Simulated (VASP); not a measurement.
# TiO2 (Rutile): cell size and functional, part 2 of 3

How much does the relaxed cell of TiO2 (Rutile) depend on the functional? The starting structure is a measured crystal structure from the Crystallography Open Database. The first relaxation on each setting starts from this cell expanded by 3 % in volume.

VASP 6.6.1.

Results so far: PBEsol 10.36 Å³ an atom; LDA 10.11 Å³ an atom.

### 4. Relaxation with PBE

Level of this step: PBE; plane waves and PAW (Ti_sv, O) (VASP).

PBE, the usual starting point, adds the gradient of the density.

Contents of INCAR:

```
SYSTEM = TiO2
PREC = Accurate
ENCUT = 520
EDIFF = 1E-06
NELM = 100
ISMEAR = 0
SIGMA = 0.03
LREAL = .FALSE.
ALGO = Normal
GGA = PE
NBANDS = 30
LASPH = .TRUE.
LORBIT = 11
LWAVE = .FALSE.
LCHARG = .FALSE.
KPAR = 8
IBRION = 2
NSW = 50
ISIF = 3
EDIFFG = -0.006
```

Contents of POSCAR:

```
TiO2
1.0
    4.6376702839      0.0000000000      0.0000000000
    0.0000000000      4.6376702839      0.0000000000
    0.0000000000      0.0000000000      2.9866830925
Ti O
2 4
Direct
    0.5000000000      0.5000000000      0.5000000000
    0.0000000000      0.0000000000      0.0000000000
    0.8049600000      0.1950400000      0.5000000000
    0.6950400000      0.6950400000      0.0000000000
    0.1950400000      0.8049600000      0.5000000000
    0.3049600000      0.3049600000      0.0000000000
```

Contents of KPOINTS:

```
Automatic mesh
0
Gamma
6 6 8
0 0 0
```

The projector-augmented-wave data sets are Ti_sv and O (PBE family, release 64).

Launch:

```sh
$ mpirun -np 8 vasp_std
```

The log of the run:

```text
[banner, memory and clock lines left out]
running    8 mpi-ranks, on    1 nodes
[...]
[... a notice as in an earlier step ...]

 LDA part: xc-table for (Slater+PW92), standard interpolation
 POSCAR, INCAR and KPOINTS ok, starting setup
[...]
entering main loop
       N       E                     dE             d eps       ncg     rms          rms(c)
DAV:   1     0.666659754777E+03    0.66666E+03   -0.24660E+04  3000   0.188E+03
DAV:   2     0.376814167343E+02   -0.62898E+03   -0.59800E+03  3288   0.551E+02
DAV:   3    -0.666263515265E+02   -0.10431E+03   -0.10230E+03  4412   0.204E+02
DAV:   4    -0.712175318553E+02   -0.45912E+01   -0.45850E+01  4132   0.434E+01
[...]
DAV:  14    -0.536740521195E+02   -0.48689E-05   -0.19226E-05  3792   0.310E-02    0.991E-03
DAV:  15    -0.536740506771E+02    0.14424E-05   -0.82576E-06  3366   0.229E-02    0.151E-03
DAV:  16    -0.536740507236E+02   -0.46535E-07   -0.49037E-07  1602   0.750E-03
   1 F= -.53674051E+02 E0= -.53674051E+02  d E =-.536741E+02
[... from here on, the cycles between the ionic steps are left out ...]
   2 F= -.53675167E+02 E0= -.53675167E+02  d E =-.111594E-02
   3 F= -.53676358E+02 E0= -.53676358E+02  d E =-.230685E-02
   4 F= -.53677062E+02 E0= -.53677062E+02  d E =-.703956E-03
   5 F= -.53677062E+02 E0= -.53677062E+02  d E =-.704505E-03
   6 F= -.53677066E+02 E0= -.53677066E+02  d E =-.371580E-05
 trial-energy change:   -0.000004  1 .order   -0.000009   -0.000018    0.000001
 step:   0.5289(harm=  0.8861)  dis= 0.00015  next Energy=   -53.677066 (dE=-0.425E-05)
 reached required accuracy - stopping structural energy minimisation
```

It took 28 s on 8 MPI ranks of Intel Xeon 6975P-C (Granite Rapids), shared host; peak memory 2 GiB; 2.9 min of CPU time.

Parts of OUTCAR (step 4):

```text
  Total       -0.0038125     -0.0038125     -0.0151189     -0.0000000      0.0000000      0.0000000
  in kB       -0.0953179     -0.0953179     -0.3779945     -0.0000000      0.0000000      0.0000000
  external PRESSURE =      -0.1895434 kB  Pullay stress =       0.0000000 kB

 POSITION                                       TOTAL-FORCE (eV/Angst)
 -----------------------------------------------------------------------------------
      2.32331      2.32331      1.48403        -0.000000     -0.000000      0.000000
      0.00000      0.00000      2.96805         0.000000     -0.000000      0.000000
      3.74055      0.90607      1.48403         0.001267     -0.001267     -0.000000
      3.22937      3.22937      0.00000        -0.001267     -0.001267     -0.000000
      0.90607      3.74055      1.48403        -0.001267      0.001267      0.000000
      1.41724      1.41724      0.00000         0.001267      0.001267      0.000000
 -----------------------------------------------------------------------------------
    total drift:                               -0.000000     -0.000000      0.000000

  FREE ENERGIE OF THE ION-ELECTRON SYSTEM (eV)
  ---------------------------------------------------
  free  energy   TOTEN  =       -53.6770657916 eV

  energy  without entropy=      -53.6770657916  energy(sigma->0) =      -53.67706579

[... 2 parts as in an earlier step ...]

[... 2 further parts left out ...]
[key lines of the parts left out:]
E-fermi :   4.7620
```

With PBE the relaxed cell holds 10.681 Å³ an atom, +2.75 % against the measured cell, with a = 4.647 Å and c = 2.968 Å. That is +3.14 % from PBEsol.

### 5. Relaxation with PBEsol + D3(BJ)

D3 with Becke-Johnson damping keeps a finite attraction at short range. This run starts from the cell of an earlier relaxation, which isn't shown; the restart sets up the plane waves anew.

INCAR: that of step 4 with these lines changed.

```diff
@@ -9,3 +9,4 @@
 ALGO = Normal
-GGA = PE
+GGA = PS
+IVDW = 12
 NBANDS = 30
```

Contents of POSCAR:

```
TiO2
1.0
    4.5684237320      0.0000000000      0.0000000000
    0.0000000000      4.5684237320      0.0000000000
    0.0000000000      0.0000000000      2.9336065784
Ti O
2 4
Direct
    0.5000000000      0.5000000000      0.5000000000
    0.0000000000      0.0000000000      0.0000000000
    0.8038587611      0.1961412389      0.5000000000
    0.6961412389      0.6961412389      0.0000000000
    0.1961412389      0.8038587611      0.5000000000
    0.3038587611      0.3038587611      0.0000000000
```

KPOINTS is that of step 4.

Launch:

```sh
$ mpirun -np 8 vasp_std
```

The log of the run:

```text
[banner, memory and clock lines left out]
running    8 mpi-ranks, on    1 nodes
[...]
[... a notice as in an earlier step ...]

 [... a notice as in an earlier step ...]

 LDA part: xc-table for (Slater+PW92), standard interpolation
 POSCAR, INCAR and KPOINTS ok, starting setup
[...]
entering main loop
       N       E                     dE             d eps       ncg     rms          rms(c)
DAV:   1     0.667507147878E+03    0.66751E+03   -0.24695E+04  3000   0.190E+03
DAV:   2     0.399390165087E+02   -0.62757E+03   -0.59507E+03  3200   0.557E+02
DAV:   3    -0.674165916637E+02   -0.10736E+03   -0.10407E+03  4634   0.206E+02
DAV:   4    -0.722742940345E+02   -0.48577E+01   -0.48517E+01  4010   0.444E+01
[...]
DAV:  13    -0.560884176754E+02    0.21490E-03   -0.71297E-04  3648   0.265E-01    0.303E-02
DAV:  14    -0.560884167239E+02    0.95151E-06   -0.42111E-05  3810   0.579E-02    0.103E-02
DAV:  15    -0.560884174726E+02   -0.74865E-06   -0.40248E-06  3140   0.137E-02
   1 F= -.57390332E+02 E0= -.57390332E+02  d E =-.573903E+02
[...]
reached required accuracy - stopping structural energy minimisation
```

It took 8.4 s on 8 MPI ranks; peak memory 1.9 GiB.

Parts of OUTCAR (step 5):

```text
 Edisp (eV)   -1.30191

  Total      -0.02575    -0.02575    -0.01872     0.00000     0.00000     0.00000
  in kB      -0.67390    -0.67390    -0.48986     0.00000     0.00000     0.00000
  external pressure =       -0.61 kB  Pullay stress =        0.00 kB

 POSITION                                       TOTAL-FORCE (eV/Angst)
 -----------------------------------------------------------------------------------
      2.28421      2.28421      1.46680         0.000000     -0.000000     -0.000000
      0.00000      0.00000      0.00000         0.000000     -0.000000     -0.000000
      3.67237      0.89606      1.46680         0.001235     -0.001235      0.000000
      3.18027      3.18027      0.00000        -0.001235     -0.001235      0.000000
      0.89606      3.67237      1.46680        -0.001235      0.001235     -0.000000
      1.38816      1.38816      0.00000         0.001235      0.001235     -0.000000
 -----------------------------------------------------------------------------------
    total drift:                                0.000000     -0.000000      0.000000

  FREE ENERGIE OF THE ION-ELECTRON SYSTEM (eV)
  ---------------------------------------------------
  free  energy   TOTEN  =       -57.3903320071 eV

  energy  without entropy=      -57.3903320071  energy(sigma->0) =      -57.39033201

[... 2 parts as in an earlier step ...]

[... 2 further parts left out ...]
[key lines of the parts left out:]
E-fermi :   5.2095
```

With PBEsol + D3(BJ) the relaxed cell holds 10.204 Å³ an atom, -1.83 % against the measured cell, with a = 4.568 Å and c = 2.934 Å. That is -1.46 % from PBEsol.

### 6. Relaxation with r2SCAN

r2SCAN adds the kinetic-energy density, costs more than a GGA and is run with LASPH. This run starts from the cell of an earlier relaxation, which isn't shown; the restart sets up the plane waves anew.

INCAR: that of step 5 with these lines changed.

```diff
@@ -9,6 +9,5 @@
 ALGO = Normal
-GGA = PS
-IVDW = 12
+METAGGA = R2SCAN
+LASPH = .TRUE.
 NBANDS = 30
-LASPH = .TRUE.
 LORBIT = 11
```

Contents of POSCAR:

```
TiO2
1.0
    4.6027520873      0.0000000000      0.0000000000
    0.0000000000      4.6027520873      0.0000000000
    0.0000000000      0.0000000000      2.9613110269
Ti O
2 4
Direct
    0.5000000000      0.5000000000      0.5000000000
    0.0000000000      0.0000000000      0.0000000000
    0.8045366634      0.1954633366      0.5000000000
    0.6954633366      0.6954633366      0.0000000000
    0.1954633366      0.8045366634      0.5000000000
    0.3045366634      0.3045366634      0.0000000000
```

KPOINTS is that of step 5.

Launch:

```sh
$ mpirun -np 8 vasp_std
```

The log of the run:

```text
[banner, memory and clock lines left out]
running    8 mpi-ranks, on    1 nodes
[...]
[... a notice as in an earlier step ...]

 [... a notice as in an earlier step ...]

 LDA part: xc-table for (None), standard interpolation
 POSCAR, INCAR and KPOINTS ok, starting setup
[...]
entering main loop
       N       E                     dE             d eps       ncg     rms          rms(c)
DAV:   1     0.661181045065E+03    0.66118E+03   -0.25080E+04  3000   0.193E+03
DAV:   2     0.941763212600E+01   -0.65176E+03   -0.61784E+03  3262   0.570E+02
DAV:   3    -0.966278269181E+02   -0.10605E+03   -0.10384E+03  4538   0.212E+02
DAV:   4    -0.101790128767E+03   -0.51623E+01   -0.51547E+01  4242   0.452E+01
[...]
DAV:  12    -0.697960813509E+02   -0.13263E-03   -0.61781E-04  3592   0.209E-01    0.265E-02
DAV:  13    -0.697960839167E+02   -0.25658E-05   -0.13413E-04  4184   0.744E-02    0.155E-02
DAV:  14    -0.697960829456E+02    0.97111E-06   -0.37702E-06  2640   0.152E-02
[...]
DAV:   2    -0.697961421959E+02    0.28087E-03   -0.12405E-03  3580   0.326E-01    0.756E-02
DAV:   3    -0.697960716911E+02    0.70505E-04   -0.47817E-04  3172   0.158E-01    0.158E-02
DAV:   4    -0.697960794643E+02   -0.77732E-05   -0.81301E-05  4016   0.475E-02    0.113E-02
DAV:   5    -0.697960803737E+02   -0.90936E-06   -0.15684E-06  1956   0.977E-03
   2 F= -.69796080E+02 E0= -.69796080E+02  d E =0.257193E-05
 trial-energy change:    0.000003  1 .order   -0.000010   -0.000051    0.000032
 step:   0.4036(harm=  0.6155)  dis= 0.00005  next Energy=   -69.796092 (dE=-0.945E-05)
[...]
N       E                     dE             d eps       ncg     rms          rms(c)
DAV:   1    -0.697962280202E+02   -0.14856E-03   -0.43438E-03  3912   0.696E-01    0.101E-01
DAV:   2    -0.697961300342E+02    0.97986E-04   -0.46471E-04  3552   0.191E-01    0.468E-02
DAV:   3    -0.697961045827E+02    0.25451E-04   -0.16474E-04  3376   0.956E-02    0.953E-03
DAV:   4    -0.697961048016E+02   -0.21886E-06   -0.24853E-05  3866   0.276E-02    0.522E-03
DAV:   5    -0.697961045860E+02    0.21560E-06   -0.40443E-07  1608   0.534E-03
   3 F= -.69796105E+02 E0= -.69796105E+02  d E =-.216404E-04
[...]
reached required accuracy - stopping structural energy minimisation
```

Elapsed: 44 s, on 8 MPI ranks; peak memory 1.9 GiB.

From OUTCAR (step 6):

```text
  Total       -0.0029865     -0.0029865      0.0119003      0.0000000      0.0000000      0.0000000
  in kB       -0.0763029     -0.0763029      0.3040428      0.0000000      0.0000000      0.0000000
  external PRESSURE =       0.0504790 kB  Pullay stress =       0.0000000 kB

 POSITION                                       TOTAL-FORCE (eV/Angst)
 -----------------------------------------------------------------------------------
      2.30108      2.30108      1.48040         0.000000      0.000000     -0.000000
      0.00000      0.00000      0.00000         0.000000      0.000000     -0.000000
      3.70266      0.89950      1.48040         0.000373     -0.000373     -0.000000
      3.20058      3.20058      0.00000        -0.000373     -0.000373      0.000000
      0.89950      3.70266      1.48040        -0.000373      0.000373     -0.000000
      1.40158      1.40158      0.00000         0.000373      0.000373     -0.000000
 -----------------------------------------------------------------------------------
    total drift:                                0.000000      0.000000      0.000000

  FREE ENERGIE OF THE ION-ELECTRON SYSTEM (eV)
  ---------------------------------------------------
  free  energy   TOTEN  =       -69.7961045860 eV

  energy  without entropy=      -69.7961045860  energy(sigma->0) =      -69.79610459

[... 2 parts as in an earlier step ...]

[... 2 further parts left out ...]
[key lines of the parts left out:]
E-fermi :   4.7928
```

With r2SCAN the relaxed cell holds 10.452 Å³ an atom, +0.55 % against the measured cell, with a = 4.602 Å and c = 2.961 Å. That is +0.93 % from PBEsol.

### 7. Relaxation with PBEsol+U (Ti d 4 eV)

The U is chosen by hand, not computed for this crystal, and pushes the named shell towards whole occupations.

INCAR: that of step 6 with these lines changed.

```diff
@@ -9,5 +9,12 @@
 ALGO = Normal
-METAGGA = R2SCAN
+GGA = PS
+NBANDS = 30
+LDAU = .TRUE.
+LDAUTYPE = 2
+LDAUL = 2 -1
+LDAUU = 4 0
+LDAUJ = 0 0
+LDAUPRINT = 1
 LASPH = .TRUE.
-NBANDS = 30
+LMAXMIX = 4
 LORBIT = 11
```

Contents of POSCAR:

```
TiO2
1.0
    4.6376702839      0.0000000000      0.0000000000
    0.0000000000      4.6376702839      0.0000000000
    0.0000000000      0.0000000000      2.9866830925
Ti O
2 4
Direct
    0.5000000000      0.5000000000      0.5000000000
    0.0000000000      0.0000000000      0.0000000000
    0.8049600000      0.1950400000      0.5000000000
    0.6950400000      0.6950400000      0.0000000000
    0.1950400000      0.8049600000      0.5000000000
    0.3049600000      0.3049600000      0.0000000000
```

KPOINTS is that of step 6.

Launch:

```sh
$ mpirun -np 8 vasp_std
```

The log of the run:

```text
[... set-up lines as in an earlier step ...]
 entering main loop
       N       E                     dE             d eps       ncg     rms          rms(c)
DAV:   1     0.672683119275E+03    0.67268E+03   -0.24504E+04  3000   0.188E+03
DAV:   2     0.311781481684E+02   -0.64150E+03   -0.61345E+03  3398   0.553E+02
DAV:   3    -0.646460051135E+02   -0.95824E+02   -0.94335E+02  4386   0.200E+02
DAV:   4    -0.692010355826E+02   -0.45550E+01   -0.45491E+01  4216   0.430E+01
[...]
DAV:  14    -0.507711146780E+02    0.81885E-05   -0.28393E-05  4100   0.531E-02    0.121E-02
DAV:  15    -0.507711158698E+02   -0.11919E-05   -0.16666E-05  4078   0.343E-02    0.559E-03
DAV:  16    -0.507711152948E+02    0.57503E-06   -0.22857E-06  2446   0.165E-02
   1 F= -.50771115E+02 E0= -.50771115E+02  d E =-.507711E+02
[...]
2 F= -.50772873E+02 E0= -.50772873E+02  d E =-.175731E-02
[...]
3 F= -.50772938E+02 E0= -.50772938E+02  d E =-.182251E-02
[...]
4 F= -.50773120E+02 E0= -.50773120E+02  d E =-.182448E-03
[...]
5 F= -.50773297E+02 E0= -.50773297E+02  d E =-.359462E-03
[...]
reached required accuracy - stopping structural energy minimisation
```

Run time: 26 s. Hardware: 8 MPI ranks; peak memory 1.9 GiB.

OUTCAR, selected parts (step 7):

```text
  Total        0.0048992      0.0048992     -0.0023327      0.0000000      0.0000000      0.0000000
  in kB        0.1227615      0.1227615     -0.0584509      0.0000000      0.0000000      0.0000000
  external PRESSURE =       0.0623574 kB  Pullay stress =       0.0000000 kB

 POSITION                                       TOTAL-FORCE (eV/Angst)
 -----------------------------------------------------------------------------------
      2.31024      2.31024      1.49751        -0.000000      0.000000      0.000000
     -0.00000      0.00000      0.00000        -0.000000      0.000000      0.000000
      3.71769      0.90279      1.49751         0.004126     -0.004126     -0.000000
      3.21304      3.21304      0.00000        -0.004126     -0.004126     -0.000000
      0.90279      3.71769      1.49751        -0.004126      0.004126      0.000000
      1.40745      1.40745      0.00000         0.004126      0.004126      0.000000
 -----------------------------------------------------------------------------------
    total drift:                                0.000000      0.000000      0.000000

  FREE ENERGIE OF THE ION-ELECTRON SYSTEM (eV)
  ---------------------------------------------------
  free  energy   TOTEN  =       -50.7732972621 eV

  energy  without entropy=      -50.7732972621  energy(sigma->0) =      -50.77329726

[... 2 parts as in an earlier step ...]

[... 2 further parts left out ...]
[key lines of the parts left out:]
E-fermi :   5.0109
```

With PBEsol+U (Ti d 4 eV) the relaxed cell holds 10.657 Å³ an atom, +2.52 % against the measured cell, with a = 4.620 Å and c = 2.995 Å. That is +2.91 % from PBEsol.

### 8. Relaxation with LDA+U (Ti d 4 eV)

This run starts from the cell of an earlier relaxation, which isn't shown; the restart sets up the plane waves anew.

INCAR: that of step 7 with these lines changed.

```diff
@@ -9,3 +9,3 @@
 ALGO = Normal
-GGA = PS
+GGA = CA
 NBANDS = 30
```

Contents of POSCAR:

```
TiO2
1.0
    4.5813272644      0.0000000000      0.0000000000
    0.0000000000      4.5813272644      0.0000000000
    0.0000000000      0.0000000000      2.9754779344
Ti O
2 4
Direct
    0.5000000000      0.5000000000      0.5000000000
    0.0000000000      0.0000000000      0.0000000000
    0.8043034522      0.1956965478      0.5000000000
    0.6956965478      0.6956965478      0.0000000000
    0.1956965478      0.8043034522      0.5000000000
    0.3043034522      0.3043034522      0.0000000000
```

KPOINTS is that of step 7.

PAW data sets: Ti_sv and O (LDA family, release 64).

Launch:

```sh
$ mpirun -np 8 vasp_std
```

The log of the run:

```text
[... set-up lines as in an earlier step ...]
 entering main loop
       N       E                     dE             d eps       ncg     rms          rms(c)
DAV:   1     0.673068870303E+03    0.67307E+03   -0.24647E+04  3000   0.188E+03
DAV:   2     0.354437348551E+02   -0.63763E+03   -0.60829E+03  3244   0.558E+02
DAV:   3    -0.672639000184E+02   -0.10271E+03   -0.10036E+03  4482   0.204E+02
DAV:   4    -0.720725513939E+02   -0.48087E+01   -0.48028E+01  4156   0.441E+01
[...]
DAV:  13    -0.533433641349E+02    0.33036E-06   -0.21785E-04  3838   0.155E-01    0.273E-02
DAV:  14    -0.533433569761E+02    0.71588E-05   -0.33043E-05  3972   0.593E-02    0.942E-03
DAV:  15    -0.533433572172E+02   -0.24119E-06   -0.75975E-06  3488   0.199E-02
   1 F= -.53343357E+02 E0= -.53343357E+02  d E =-.533434E+02
[...]
2 F= -.53343325E+02 E0= -.53343325E+02  d E =0.325472E-04
[...]
3 F= -.53343358E+02 E0= -.53343358E+02  d E =-.126822E-05
[...]
4 F= -.53343361E+02 E0= -.53343361E+02  d E =-.352692E-05
[...]
reached required accuracy - stopping structural energy minimisation
```

The job ended after 14 s (8 MPI ranks; peak memory 1.7 GiB).

Parts of OUTCAR (step 8):

```text
  Total        0.0036351      0.0036351     -0.0258054     -0.0000000      0.0000000      0.0000000
  in kB        0.0932766      0.0932766     -0.6621603     -0.0000000      0.0000000      0.0000000
  external PRESSURE =      -0.1585357 kB  Pullay stress =       0.0000000 kB

 POSITION                                       TOTAL-FORCE (eV/Angst)
 -----------------------------------------------------------------------------------
      2.29056      2.29056      1.48760        -0.000000      0.000000     -0.000000
      0.00000      0.00000      0.00000        -0.000000      0.000000     -0.000000
      3.68460      0.89652      1.48760        -0.001762      0.001762     -0.000000
      3.18708      3.18708      0.00000         0.001762      0.001762     -0.000000
      0.89652      3.68460      1.48760         0.001762     -0.001762     -0.000000
      1.39404      1.39404      0.00000        -0.001762     -0.001762      0.000000
 -----------------------------------------------------------------------------------
    total drift:                                0.000000      0.000000     -0.000000

  FREE ENERGIE OF THE ION-ELECTRON SYSTEM (eV)
  ---------------------------------------------------
  free  energy   TOTEN  =       -53.3433607442 eV

  energy  without entropy=      -53.3433607442  energy(sigma->0) =      -53.34336074

[... 2 parts as in an earlier step ...]

[... 2 further parts left out ...]
[key lines of the parts left out:]
E-fermi :   5.0440
```

With LDA+U (Ti d 4 eV) the relaxed cell holds 10.407 Å³ an atom, +0.12 % against the measured cell, with a = 4.581 Å and c = 2.975 Å. That is +0.50 % from PBEsol.

(Part 2 of 3 ends here.)

[Lines on the potential files, build, host, timing and source positions are cut from VASP's logs without a mark.]

[Logs are printed without paths, hosts, clocks, repeated set-up lines and the standing remarks that a program may print on its own settings, such as how far it seeks lower states.]

[Hosts, paths, dates, database ids (printed as entryN), source tags and the programs' standing remarks are cut or masked in the printed files.]
